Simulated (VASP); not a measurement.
# Co in VASP: a series of runs

The runs below take Co through single point, with PBE.

All numbers are computed with VASP 6.6.1; they aren't measurements. Logs are shortened: lines on timing, memory, paths and dates and some standing lists are left out, and cuts for length are marked.

**1. The slab as given**

The cell holds a slab with vacuum, 7 atoms: a = 2.487 Å, b = 2.487 Å, c = 24.190 Å, α = 90.00°, β = 90.00°, γ = 120.00°.

The slab is cut from a database's or a generator's crystal, which needn't be the stable form of the element.

**2. Single point, PBE, collinear spin, ferromagnetic start**

Input file INCAR:

```
SYSTEM = Co
ALGO = Normal
DIPOL = 0.5 0.5 0.500
EDIFF = 1E-7
ENCUT = 280
GGA = PE
IDIPOL = 3
ISIF = 2
ISMEAR = 1
ISPIN = 2
LASPH = .True.
LCHARG = .False.
LDIPOL = .True.
LMAXMIX = 4
LORBIT = 11
LREAL = .False.
LVACPOTAV = .True.
LVHAR = .True.
LWAVE = .False.
MAGMOM = 2 2 2 2 2 2 2
NBANDS = 46
NELM = 120
PREC = Accurate
SIGMA = 0.1
```

Input file KPOINTS:

```
k-points
0
Gamma
  5 5 1
  0 0 0
```

Input file POSCAR:

```
Co
1.0
    2.4873648738      0.0000000000      0.0000000000
   -1.2436824369      2.1541211692      0.0000000000
    0.0000000000      0.0000000000     24.1898685102
Co
7
Direct
    0.3333333300      0.6666666600      0.2466179555
    0.6666666700      0.3333333400      0.3339181798
    0.3333333300      0.6666666600      0.4145928042
    0.6666666700      0.3333333400      0.5018930286
    0.3333333300      0.6666666600      0.5825676529
    0.6666666700      0.3333333400      0.6698678773
    0.3333333300      0.6666666600      0.7505425017
```

Potentials or basis: VASP PAW PBE potentials, release 64 (Co).

Started as:

```
cat potpaw_PBE.64/Co/POTCAR > POTCAR
mpirun -np 1 vasp_std > vasp.out
```

OUTCAR:

```text
SYSTEM = Co
   EDIFF = 1E-7
   ENCUT = 280
   GGA = PE
   ISIF = 2
   ISMEAR = 1
   ISPIN = 2
   LASPH = .True.
   LORBIT = 11
   LREAL = .False.
   NELM = 120
   PREC = Accurate

 Found      5 irreducible k-points:

 Following reciprocal coordinates:
            Coordinates               Weight
  0.000000  0.000000  0.000000      1.000000
  0.200000  0.000000  0.000000      6.000000
  0.400000  0.000000  0.000000      6.000000
  0.200000  0.200000  0.000000      6.000000
  0.400000  0.200000  0.000000      6.000000
   k-points           NKPTS =      5   k-points in BZ     NKDIM =      5   number of bands    NBANDS=     46
   number of dos      NEDOS =    301   number of ions     NIONS =      7
   total plane-waves  NPLWV =  27440
   dimension x,y,z NGX =    14 NGY =   14 NGZ =  140
   dimension x,y,z NGXF=    28 NGYF=   28 NGZF=  280
   ions per type =               7
   NGX,Y,Z   is equivalent  to a cutoff of   9.36,  9.36,  9.62 a.u.
   NGXF,Y,Z  is equivalent  to a cutoff of  18.71, 18.71, 19.24 a.u.
 SYSTEM =  Co
   PREC   = accura    normal or accurate (medium, high low for compatibility)
   ISTART =      0    job   : 0-new  1-cont  2-samecut
   ICHARG =      2    charge: 1-file 2-atom 10-const
   ISPIN  =      2    spin polarized calculation?
   LNONCOLLINEAR =      F non collinear calculations
   LSORBIT =      F    spin-orbit coupling
   LASPH  =      T    aspherical Exc in radial PAW
   ENCUT  =  280.0 eV  20.58 Ry    4.54 a.u.   3.39  3.39 33.00*2*pi/ulx,y,z
   NELM   =    120;   NELMIN=  2; NELMDL= -5     # of ELM steps
   EDIFF  = 0.1E-06   stopping-criterion for ELM
   LREAL  =      F    real-space projection
   EDIFFG = 0.1E-05   stopping-criterion for IOM
   NSW    =      0    number of steps for IOM
   IBRION =     -1    ionic relax: 0-MD 1-quasi-New 2-CG
   NFREE  =      0    steps in history (QN), initial steepest desc. (CG)
   ISIF   =      2    stress and relaxation
   ISYM   =      2    0-nonsym 1-usesym 2-fastsym
   POTIM  = 0.5000    time-step for ionic-motion
   TEBEG  =    0.0;   TEEND  =   0.0 temperature during run
   PSTRESS=    0.0 pullay stress
   NELECT =      63.0000    total number of electrons
   NUPDOWN=      -1.0000    fix difference up-down
   EMIN   =  10.00;   EMAX   =-10.00  energy-range for DOS
   EFERMI =   0.00;   METHOD = LEGACY
   ISMEAR =     1;   SIGMA  =   0.10  broadening in eV -4-tet -1-fermi 0-gaus
   EFERMI_NEDOS =   21; number of points for ismear=-14 and -15
   IALGO  =     38    algorithm
   IMIX   =      4    mixing-type and parameters
     AMIX     =   0.40;   BMIX     =  1.00
     AMIX_MAG =   1.60;   BMIX_MAG =  1.00
  volume/ion in A,a.u.               =      18.52       124.95
[... 25 lines left out ...]
  ext. energy  EPLUGINS =         0.00000000
  ---------------------------------------------------
  free energy    TOTEN  =       -47.50252688 eV

  energy without entropy =      -47.50179643  energy(sigma->0) =      -47.50228340

 E-fermi :   4.0508     XC(G=0):  -8.6849

 val. band max:        4.0468251697   @ k =   0.0000   0.0000   0.0000
 cond. band min:       4.0516504349   @ k =   0.4000   0.2000   0.0000
 fundamental gap:      0.0048252652
 Fermi energy:         4.0507545685

 spin component 1

 k-point     1 :       0.0000    0.0000    0.0000
  band No.  band energies     occupation
      1      -4.6836      1.00000
      2      -4.2066      1.00000
      3      -3.4251      1.00000
      4      -2.4909      1.00000
      5      -1.6747      1.00000
      6      -1.2705      1.00000
[... 219 lines left out ...]
     42       8.2789      0.00000
     43      11.1507      0.00000
 Fermi energy:         4.0507545685

 spin component 2

 k-point     1 :       0.0000    0.0000    0.0000
  band No.  band energies     occupation
      1      -4.6007      1.00000
      2      -4.1005      1.00000
      3      -3.2824      1.00000
      4      -2.2828      1.00000
      5      -1.2210      1.00000
      6      -0.4741      1.00000
[... 219 lines left out ...]
     42       9.2452      0.00000
     43      11.9908      0.00000
 [bands above 43 left out]

------------------------ aborting loop because EDIFF is reached ----------------------------------------

  FORCE on cell =-STRESS in cart. coord.  units (eV):
  Direction    XX          YY          ZZ          XY          YZ          ZX
  --------------------------------------------------------------------------------------
  -------------------------------------------------------------------------------------
  Total       -0.5816776     -0.5816776     -2.5170065      0.0000000      0.0000000      0.0000000
  in kB       -7.1903464     -7.1903464    -31.1137093      0.0000000      0.0000000      0.0000000
  external PRESSURE =     -15.1648007 kB  Pullay stress =       0.0000000 kB

 VOLUME and BASIS-vectors are now :
 -----------------------------------------------------------------------------
  energy-cutoff  :      280.00
  volume of cell :      129.61
      direct lattice vectors                 reciprocal lattice vectors
     2.487364874  0.000000000  0.000000000     0.402031889  0.232113220  0.000000000
    -1.243682437  2.154121169  0.000000000     0.000000000  0.464226439  0.000000000
     0.000000000  0.000000000 24.189868510     0.000000000  0.000000000  0.041339621

 POSITION                                       TOTAL-FORCE (eV/Angst)
 -----------------------------------------------------------------------------------
      0.00000      1.43608      5.96566         0.000000     -0.000000      0.590519
      1.24368      0.71804      8.07744        -0.000000      0.000000     -0.913430
      0.00000      1.43608     10.02895        -0.000000      0.000000      0.567468
      1.24368      0.71804     12.14073         0.000000     -0.000000     -0.391718
      0.00000      1.43608     14.09223         0.000000      0.000000      0.347607
      1.24368      0.71804     16.20402        -0.000000      0.000000     -0.059098
      0.00000      1.43608     18.15552        -0.000000      0.000000     -0.141349
 -----------------------------------------------------------------------------------
    total drift:                                0.000002     -0.000000      0.000188

  FREE ENERGIE OF THE ION-ELECTRON SYSTEM (eV)
  ---------------------------------------------------
  free  energy   TOTEN  =       -47.5025268846 eV

  energy  without entropy=      -47.5017964332  energy(sigma->0) =      -47.50228340

 vacuum level on the upper side and lower side of the slab         8.900         9.093

 total charge

# of ion       s       p       d       tot
------------------------------------------
    1        0.474   0.384   7.200   8.059
    2        0.495   0.529   7.236   8.260
    3        0.490   0.530   7.240   8.260
    4        0.498   0.531   7.236   8.264
    5        0.491   0.528   7.241   8.261
    6        0.494   0.529   7.238   8.261
    7        0.490   0.416   7.238   8.143
--------------------------------------------------
tot          3.431   3.447  50.629  57.508

 magnetization (x)

# of ion       s       p       d       tot
------------------------------------------
    1        0.001  -0.005   1.926   1.922
    2       -0.004  -0.029   1.868   1.835
    3       -0.012  -0.040   1.853   1.801
    4       -0.002  -0.032   1.828   1.794
    5       -0.011  -0.036   1.845   1.797
    6       -0.005  -0.028   1.863   1.830
    7        0.002   0.002   1.870   1.874
--------------------------------------------------
tot         -0.031  -0.169  13.053  12.853
```

stdout:

```text
POSCAR found type information on POSCAR Co
 POSCAR found :  1 types and       7 ions
 scaLAPACK will be used
 LDA part: xc-table for (Slater+PW92), standard interpolation
 POSCAR, INCAR and KPOINTS ok, starting setup
 FFT: planning ... GRIDC
 FFT: planning ... GRID_SOFT
 FFT: planning ... GRID
 WAVECAR not read
 entering main loop
 -----------------------------------------------------------------------------
|                                                                             |
|           W    W    AA    RRRRR   N    N  II  N    N   GGGG   !!!           |
|           W    W   A  A   R    R  NN   N  II  NN   N  G    G  !!!           |
|           W    W  A    A  R    R  N N  N  II  N N  N  G       !!!           |
|           W WW W  AAAAAA  RRRRR   N  N N  II  N  N N  G  GGG   !            |
|           WW  WW  A    A  R   R   N   NN  II  N   NN  G    G                |
|           W    W  A    A  R    R  N    N  II  N    N   GGGG   !!!           |
|                                                                             |
|     Did not find any points to average over, which means that no vacuum     |
|     field-free region was found. Please increase the size of  your cell     |
|     in the dimension of the dipole correction to obtain accurate            |
|     workfunction values.                                                    |
|                                                                             |
 -----------------------------------------------------------------------------
```

Run time: 3.1 min. Hardware: 1 thread of Intel Xeon Platinum 8259CL at 2.50GHz (Skylake/Cascade Lake), shared host; peak memory 0.19 GiB.

These settings aren't checked as converged: the numbers below hold their error.

Results:

- Free energy: -47.5025 eV
- Largest force: 0.913 eV/Å
- Band gap on the k mesh: none (metal or under the smearing width)
- Net moment: 12.84 μB per cell
- Site moments: Co +1.92, +1.83, +1.80, +1.79, +1.87 μB
- Valence electrons inside the program's atomic spheres: Co 8.06, 8.26, 8.14
- Work function of the upper face: 4.85 eV
- Work function of the lower face: 5.04 eV

Caveat: the k mesh is coarse (spacing up to 0.58 Å⁻¹), so the values aren't converged; the cutoff is under 1.25 times the usual one of these potentials, so pressure, stress and relaxed cells hold a basis-set (Pulay) error.

**3. Single point, PBE, collinear spin, ferromagnetic start**

INCAR, as its differences from that of step 2:

```diff
@@ -4,3 +4,3 @@
 EDIFF = 1E-7
-ENCUT = 280
+ENCUT = 520
 GGA = PE
```

KPOINTS is that of step 2.

POSCAR is that of step 2.

Potentials or basis: VASP PAW PBE potentials, release 64 (Co).

Started as:

```
cat potpaw_PBE.64/Co/POTCAR > POTCAR
mpirun -np 1 vasp_std > vasp.out
```

Wall time 5.7 min (1 thread of Intel Xeon Platinum 8259CL at 2.50GHz (Skylake/Cascade Lake), shared host); peak memory 0.29 GiB.

The run converged, but some of its settings lie outside the range that counts as converged, so its numbers aren't taken as properties of the slab.

Results:

* Free energy: -47.4791 eV
* Largest force: 0.920 eV/Å
* Band gap on the k mesh: none (metal or under the smearing width)
* Net moment: 12.84 μB per cell
* Site moments: Co +1.92, +1.83, +1.80, +1.79, +1.87 μB
* Valence electrons inside the program's atomic spheres: Co 8.07, 8.27, 8.15
* Work function of the upper face: 4.85 eV
* Work function of the lower face: 5.04 eV

Caveat: the k mesh is coarse (spacing up to 0.58 Å⁻¹), so the values aren't converged.
